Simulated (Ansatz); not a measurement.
# Nb: the cost of one run

Computed with Ansatz 0.2.0 (DFT PBE, scalar-relativistic, unless a step's input says otherwise).

**1. The system as given**

Symmetry: Fm-3m, No. 225, cubic system. The conventional cell has a = 4.230 Å, b = 4.230 Å, c = 4.230 Å, α = 90.00°, β = 90.00°, γ = 90.00°. Nb (site symmetry m-3m) is surrounded by 12 Nb at 2.99 Å.

As a file:

```cif
data_structure
_symmetry_space_group_name_H-M 'P 1'
_symmetry_Int_Tables_number 1
_cell_length_a 2.9911
_cell_length_b 2.9911
_cell_length_c 2.9911
_cell_angle_alpha 60.000
_cell_angle_beta 60.000
_cell_angle_gamma 60.000
_cell_volume 18.92
loop_
_atom_site_label
_atom_site_type_symbol
_atom_site_fract_x
_atom_site_fract_y
_atom_site_fract_z
_atom_site_occupancy
Nb1 Nb 0.00000 0.00000 0.00000 1
```

**2. After the deformation**

Space group Fm-3m before, R-3m after.

**3. LAPW, all electrons**

Input file input.yaml:

```yaml
crystal:
  lattice:
    - [0.06345, 2.146725, 2.146725]
    - [2.146725, 0.06345, 2.146725]
    - [2.146725, 2.146725, 0.06345]
  atoms:
    - { symbol: Nb, position: [0.0, 0.0, 0.0] }
kpoints:
  mp_grid: { grid: [13, 13, 13] }
  band_path:
    path:
      - [0.0, 0.0, 0.0]
      - [0.5, 0.5, 0.5]
      - [0.2428775097, 0.5, 0.7571224903]
      - [-0.2428775097, 0.2428775097, 0.5]
      - [0.0, 0.0, 0.5]
      - [0.0, 0.0, 0.0]
      - [-0.3714387548, 0.0, 0.3714387548]
      - [0.0, 0.3714387548, 0.6285612452]
      - [0.0, 0.5, 0.5]
    npoints: 5
scf:
  occupations: { method: fermi_dirac, width: 0.08 }
hamiltonian:
  xc: pbe
  pseudopotentials: { kind: all_electron, lapw: { basis_error: 0.00025 } }
output:
  forces: true
  stress: true
  eigenvalues: true
```

Command:

```
$ ansatz run input.yaml --threads 1 --pin off --max-ram 3072MiB --backend cpu --events-out ev --progress --plain --runs-dir out
```

**Question.** How long does this run take on 1 thread of Intel Xeon Platinum 8488C (Sapphire Rapids), shared host, and how much memory does it need?

About 15 s, with a peak of 0.46 GiB.
